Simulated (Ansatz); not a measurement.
# Phonon-limited resistivity of K (computed with Ansatz 0.2.0)

Space group Im-3m (No. 229), 1 atom in the cell of the first input below: a = 4.523 Å, b = 4.523 Å, c = 4.523 Å, α = 109.47°, β = 109.47°, γ = 109.47°.

The cell was built from a prototype of a structure type listed for this element, relaxed without spin–orbit coupling to zero pressure (pressure 0.0 GPa with this functional, without spin–orbit coupling). Functional: PBEsol.

Input:

```yaml
crystal:
  lattice:
    - [-2.6115086741, 2.6115086741, 2.6115086741]
    - [2.6115086741, -2.6115086741, 2.6115086741]
    - [2.6115086741, 2.6115086741, -2.6115086741]
  atoms:
    - { symbol: K, position: [0.0, 0.0, 0.0] }
basis:
  ecutwfc: 420
  ecutrho_ratio: 4
kpoints:
  mp_grid: { grid: [12, 12, 12] }
hamiltonian:
  xc: pbesol
scf:
  occupations: { method: methfessel_paxton, width: 0.2 }
output: {}
phonons:
  supercell: [3, 3, 3]
  qpath:
    path:
      - [[0.0, 0.0, 0.0], [0.5, -0.5, 0.5], [0.0, 0.0, 0.5], [0.0, 0.0, 0.0], [0.25, 0.25, 0.25], [0.5, -0.5, 0.5]]
      - [[0.25, 0.25, 0.25], [0.0, 0.0, 0.5]]
    npoints: 6
  electrical_resistivity: { mesh: [24, 24, 24], temperatures: [50, 100, 200, 300, 500] }
  superconductivity: { mesh: [24, 24, 24], eliashberg_equations: false }
```

```bash
ansatz run input.yaml --threads 8 --pin off --max-ram 15360MiB --backend cpu --events-out ev --progress --plain --runs-dir out
```

Time: 3 min on 8 threads of Arm Neoverse V2 (shared host), peak memory 14 GiB.

λ_tr,xx from the finest mesh down: 0.092, 0.095, 0.104. The next coarser mesh moves the resistivity at 300 K by 4 % along the axis that moves most.

The run gives λ_tr,xx = 0.092 and a Drude plasma energy ħω_p,xx = 4.22 eV.

Question: Estimate the resistivity along x at 300 K from the high-temperature formula.

Answer: ħ/τ = 2π λ_tr k_B T = 0.0149 eV and ρ = 1/(ε0 ω_p² τ) = 6.22 μΩ cm. The Boltzmann solution gives 6.08 μΩ cm, so the estimate is 2 % high, which is less than the mesh moves the solution along x.

| T (K) | ρ_xx (μΩ cm) | ρ_zz (μΩ cm) | formula, xx | R_H, field along x, y or z (10⁻¹¹ m³/C) |
| --- | --- | --- | --- | --- |
| 50 | 0.82 | 0.82 | 1.04 | -44.2 |
| 100 | 1.93 | 1.93 | 2.07 | -44 |
| 200 | 4.03 | 4.03 | 4.15 | -44.1 |
| 300 | 6.08 | 6.08 | 6.22 | -44.1 |

At 300 K the next coarser mesh moves R_H by up to 1 %.

A solid of this composition melts, sublimes or decomposes by about 337 K (handbook value), so the run's rows at 500 K, above that, are left out.

At 50 K the solution is 0.79 times the linear formula, and at 300 K 0.98 times. The formula is meant for temperatures above the phonon energies and for bands that vary little within k_B T.

Caveats: not converged in the fine mesh; small supercell, couplings not converged in it.

The Hall coefficient is almost constant with temperature and close to the free-electron value for one carrier per atom. This fits potassium's single s-like valence electron and its nearly spherical Fermi surface, which lies clear of the zone boundary. The plasma energy is slightly below the free-electron value at this density, suggesting a modest band-mass enhancement. The weak, well-screened ionic potential keeps λ_tr small, so the metal conducts well despite its low carrier density.

Because the phonons of this soft, heavy-ion lattice lie low in energy, the resistivity is already nearly linear in temperature well below room temperature. The shortfall from the linear formula at 50 K reflects the freezing out of the higher-energy phonons, which scatter most effectively through large angles. At 300 K the resistivity is somewhat below the measured one, probably in part because the lattice is held at its static volume, whereas real potassium expands and softens on warming. The data do not reach the low-temperature regime where umklapp scattering dies out and phonon drag matters.
